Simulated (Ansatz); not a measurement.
**HfO2, one structure, two calculations**

Cell: a structure deposited in the COD, ions relaxed with PBE at fixed cell.

Space group P2_1/c (No. 14); a = 5.1180, b = 5.1857, c = 5.2841 Å, β = 99.35°.

```
site  Wyckoff  site symmetry       x       y       z
  Hf       4e              1  0.2767  0.0419  0.2081
  O5       4e              1  0.4466  0.7584  0.4803
  O9       4e              1  0.0726  0.3393  0.3389
```

One atom of each set is listed.

First run. Level of theory: DFT, PBE, plane waves and PAW, scalar-relativistic, 420 eV cutoff, Γ-centred 6×6×6 k-points, Fermi–Dirac smearing 0.02 eV (Ansatz 0.2.0).

| site | V_zz (10²¹ V/m²) | η |
| --- | --- | --- |
| Hf | 12.69 | 0.16 |
| O5 | 1.07 | 1.00 |
| O9 | -1.32 | 0.88 |

Second run. The same atoms and settings, except that the functional is r2SCAN and the cutoff is 500 eV.

Question: What does the second run give?

Answer: 

| site | V_zz | η | change of V_zz |
| --- | --- | --- | --- |
| Hf | 12.84 | 0.16 | +0.15 |
| O5 | -1.12 | 0.97 | – |
| O9 | -1.31 | 0.86 | +0.01 |

The largest change of V_zz along a kept axis is on Hf, from 12.69 to 12.84. In per cent, |V_zz| changes by +1 on Hf, -1 on O (all sites that start above 0.5, bar those whose gradient vanishes or changes sign or whose main axis turns by over 40°). On O5 the largest principal value lies along another axis in the second run, so the two V_zz can't be compared directly.

Without spin–orbit coupling the gradients at and beside Hf can be off by some per cent, at some sites by more.
For the first run: At this cell the principal stresses reach 5 GPa in size with PBE, which can matter for small gradients.
